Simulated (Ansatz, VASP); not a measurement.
Given: the input of a run of VASP 6.6.1 on NaH.

File INCAR:

```
ALGO = Normal
EDIFF = 1E-7
ENCUT = 520
GGA = PS
ISIF = 2
ISMEAR = -1
LASPH = T
LCHARG = F
LREAL = F
LWAVE = F
NBANDS = 11
NELM = 80
PREC = Accurate
SIGMA = 0.05
```

The input KPOINTS:

```
k-points
0
Gamma
  9 9 9
```

POSCAR

```
NaH
1.0
    0.0000000000      2.4878552867      2.4878552867
    2.4878552867      0.0000000000      2.4878552867
    2.4878552867      2.4878552867      0.0000000000
Na H
1 1
Direct
    0.0000000000      0.0000000000      0.0000000000
    0.5000000000      0.5000000000      0.5000000000
```

Potentials or basis: VASP PAW PBE potentials, release 64 (Na_pv, H).

Run with:

```bash
$ cat potpaw_PBE.64/Na_pv/POTCAR potpaw_PBE.64/H/POTCAR > POTCAR
$ mpirun -np 1 vasp_std > vasp.out
```

**Question.** Set up the same calculation for Ansatz 0.2.0. Potentials there: Ansatz PAW.

**Answer.** As run (the cutoff follows the program's own potentials):

Contents of input.yaml:

```yaml
crystal:
  lattice:
    - [0.0, 2.4878552867, 2.4878552867]
    - [2.4878552867, 0.0, 2.4878552867]
    - [2.4878552867, 2.4878552867, 0.0]
  atoms:
    - { symbol: Na, position: [0.0, 0.0, 0.0] }
    - { symbol: H, position: [0.5, 0.5, 0.5] }
hamiltonian:
  xc: pbesol
  pseudopotentials: { kind: paw }
kpoints:
  mp_grid: { grid: [9, 9, 9] }
scf:
  occupations: { method: fermi_dirac, width: 0.05 }
output:
  forces: true
  stress: true
  eigenvalues: true
```

Potentials or basis: Ansatz PAW.

Command:

```console
$ ansatz run input.yaml --threads 2 --pin off --max-ram 5632MiB --backend cpu --events-out ev --progress --plain --runs-dir out
```

Both were run:

|  | VASP | Ansatz | Ansatz less VASP |
| --- | --- | --- | --- |
| gap on the k mesh at the Fermi level (eV) | 3.72 | 3.72 | +0.002 |
| least direct gap on the mesh (eV) | 4.42 | 4.42 | +0.002 |
| pressure (GPa) | -2.2 | -2.2 | +0.02 |

The two sets of potentials don't hold the same shells in valence.

Caveats: the PAW data sets were made with another functional, which shifts forces and pressure a little (VASP); an odd mesh through Γ misses points on the zone boundary, where band edges often lie (VASP); odd divisions of the mesh miss points on the zone boundary, where band edges often lie, so the gap on the mesh can be too wide (Ansatz); the PAW data sets come from PBE, with cores solved anew for the run's functional, which leaves a small shift of forces and pressure (Ansatz).
